The filled states of rock-salt MgS can be shared out among functions centred on its two atoms. In the table, S1_s stands for the s functions on sulfur, Mg2_p for the p functions on magnesium, and so on. The projection electrons are the electrons assigned to each set, and the projection band centre is the mean energy of that filled weight, counted from the top of the valence band. All seven rows describe one non-magnetic, insulating state at the LDA level.

Mulliken projection of the filled states of rock-salt MgS, computed with OpenMX 3.8.5 at the LDA-PW92 level with the OpenMX 2013 LDA potentials, the standard basis, a 9×9×9 k mesh and a 12×12×12 mesh for the density of states (tetrahedron method). Energies are counted from the valence top, and the energy window begins at −12 eV.

```tsv
projection name	projection electrons (e)	projection band centre (eV)
S1_s	1.550	-11.020
S1_p	4.510	-2.130
S1_d	0.060	-2.400
S1_f	0.080	-2.960
Mg2_s	0.400	-3.990
Mg2_p	0.810	-3.730
Mg2_d	0.460	-2.980
```

### 1. Which atom holds the valence electrons?

Mostly sulfur: its s and p functions together carry 77 % of the projected electrons. The reason is the order of the atomic levels. The 3p level of sulfur lies below the 3s level of magnesium, so the two outer electrons of magnesium complete the sulfur shell. The eight valence electrons then fill one band derived from S 3s and three derived from S 3p.

The S1_p row is about three times as large as S1_s because there are three p orbitals and only one s orbital. Per orbital the two are almost equally full, with 1.50 and 1.55 e. The s and p functions of sulfur thus take part in the filled bands to a similar degree.

### 2. Why does S1_s hold 1.55 e and not 2?

The S 3s band is full, but its states are not made of sulfur functions alone. Each sulfur atom has six magnesium neighbours, and the s function overlaps with theirs. A filled crystal state therefore contains some magnesium character, and the electrons that go with it are booked in the magnesium rows.

The bookkeeping enlarges this effect. The Mulliken scheme used here splits the charge in each overlap region equally between the two atoms, however unequal their hold on it. A smaller part of the shortfall may be missing from the projection itself. The full Mulliken population of sulfur in this run is 6.30 e, while its four rows add up to 6.20 e. Question 6 returns to this loss.

A count below 2 e is therefore no sign of a half-open shell. The calculation agrees: it finds a band gap of about 2.7 eV on its k mesh. Such a mesh can miss the exact band edges, so the LDA gap itself may be somewhat smaller than this. LDA in turn usually makes gaps too small, so the gap of the real material is probably wider.

### 3. Has magnesium kept its electrons after all?

The three magnesium rows add up to 1.67 e, which looks close to the two outer electrons of a neutral atom. The distribution hints at another story. A free neutral atom would have both electrons in 3s, whereas Mg2_s holds only 0.40 e and the rest is spread over p and d functions. Such a spread is typical of sulfur-derived states whose tails reach into the region of magnesium and are described there by whatever functions magnesium offers. It is no proof by itself, since the outer electrons of magnesium metal are also spread over s and p.

Mg2_p holds twice as many electrons as Mg2_s, again through the number of orbitals. Per orbital the s function leads, with 0.40 against 0.27 e. A likely reason is that the empty Mg 3s level lies below Mg 3p, hence closer in energy to the filled sulfur levels. For similar overlap, levels that are closer mix more strongly. The electrons of the filled Mg 2p shell are not counted in Mg2_p, because that shell lies far below the energy window.

### 4. Why do the magnesium centres lie below that of S1_p?

If magnesium character were spread evenly over the S 3p bands, its centre would coincide with that of S1_p. Instead, Mg2_s lies 1.9 eV lower, and the other two magnesium rows are also shifted down. Two mechanisms can do this, and both are standard chemistry.

The first is bonding within the S 3p bands. Mixing with an empty magnesium level pushes a filled sulfur level down, so the states with the most magnesium character tend to lie lowest. At the very top of the valence band, Mg 3s takes no part at all. There the sulfur p orbitals on opposite sides of a magnesium atom turn lobes of opposite sign towards it, and their overlaps with its round s function cancel.

The second is the deep S 3s band, which also contains some magnesium character. Because this band lies so far down, a small part of the weight is enough to pull the mean a long way. A centre near −4 eV therefore marks no magnesium level; it is an average over two separate groups of states.

### 5. Do the centres fit the picture of one s band and three p bands?

A simple model can test this. Suppose that every row is a mixture of a deep band at the S1_s centre and an upper band at the S1_p centre. The deep share of a row is then its distance below S1_p, divided by the distance between the two bands. For Mg2_s this gives

(3.99 − 2.13) / (11.02 − 2.13) = 1.86 / 8.89 ≈ 0.21,

so roughly 0.21 × 0.40 ≈ 0.08 e of this row would sit in the deep band.

Done for all rows and added up, the model puts 1.8 e in the deep band and 6.0 e in the upper one. The picture of filled S 3s and S 3p bands demands 2 and 6. No constant was adjusted; S1_s and S1_p serve as the end points, and the other five rows are placed between them. The output after this text lists the share of each row.

The agreement is soft. Most of both counts comes from S1_s and S1_p, which the model places by definition; only the smaller rows put it to the test. Moving the upper band by only 0.2 eV either way changes the deep count to 1.7 or 2.0 e. The model also credits the whole downward shift of a magnesium row to the deep band and ignores the bonding effect of question 4, which makes the share too high. Any deep-band weight in S1_p itself would work the other way, since the true upper centre would then lie higher. The share for a single magnesium row is therefore good only as an order of magnitude.

### 6. Which digits can be trusted?

The rows add up to 7.87 e, although the bands should hold 8. The gap of 0.13 e is under 2 % of the total, yet well beyond what rounding of the rows could produce. One possible cause is the lower edge of the energy window. It is counted from the valence top, as the centres are, and not from the Fermi energy, which this run places 1.3 eV higher. The edge is thus only about 1 eV below the S1_s centre and may cut off the bottom of the S 3s band. Errors in the integration over energy are another candidate, and the model of question 5 is too coarse to decide between them.

If the edge is to blame, S1_s is somewhat too small and its centre somewhat too high. For the small rows, rounding itself matters. Every number in the table ends in zero, so the values were evidently rounded to two decimals. The 0.06 e of S1_d is then uncertain by up to 8 % of its value from this source alone.

A larger caution concerns the division between the atoms. Mulliken counts change with the set of functions placed on each atom, even when the total electron density hardly changes. The magnesium sum should therefore not be turned into an ionic charge or a degree of ionicity. Comparisons between materials make sense only with equivalent basis sets, and then for clear differences, not for the second decimal.

### 7. What would change with another window, or with oxygen in place of sulfur?

Raising the lower edge to about −8 eV would place it between the two groups of bands. S1_s would nearly vanish and the total would drop to about 6 e, although the material itself would be unchanged. The magnesium centres would move up, because their deep part would be gone. Whatever distance from S1_p then remained would arise within the upper bands alone, so this one change would separate the two mechanisms of question 4. Lowering the edge by a few eV would be the matching test for the lost 0.13 e.

Replacing sulfur by oxygen would keep the pattern of one s band and three p bands, since oxygen also completes its shell with two electrons from magnesium. The 2s level of oxygen, however, lies much further below its 2p level than 3s lies below 3p in sulfur. With the same window, the s band should fall outside, and the s row would look almost empty while the shell is full. A small s count therefore calls for a look at the window before any chemical reading.

Output of the analysis:

```
Filling per orbital and position:
    row  electrons per orbital (e)  centre from S p centre (eV)  rough deep-band share (%)
   S1_s                       1.55                        -8.89                        100
   S1_p                      1.503                            0                          0
   S1_d                      0.012                        -0.27                      3.037
   S1_f                    0.01143                        -0.83                      9.336
  Mg2_s                        0.4                        -1.86                      20.92
  Mg2_p                       0.27                         -1.6                         18
  Mg2_d                      0.092                        -0.85                      9.561
Sum of all rows (e): 7.87
Shortage against 8 valence electrons (e): 0.13
Shortage in percent of 8 electrons (%): 1.625
Largest possible rounding error of the sum (e): 0.035
Sum of S rows (e): 6.2
Sum of Mg rows (e): 1.67
Mg part of all projected electrons (%): 21.22
S s and S p together as part of all projected electrons (%): 77
S rows below the Mulliken population of S (e): 0.09816
Mg rows below the Mulliken population of Mg without 2p6 (e): 0.03184
Distance of S s and S p centres (eV): 8.89
Ratio of Mg p to Mg s electrons: 2.025
Rounding error of the S d count at most (%): 8.333
Estimated electrons in the deep band (e): 1.833
Estimated electrons in the upper band (e): 6.037
Deep-band electrons with upper centre 0.2 eV lower (e): 1.694
Deep-band electrons with upper centre 0.2 eV higher (e): 1.966
```
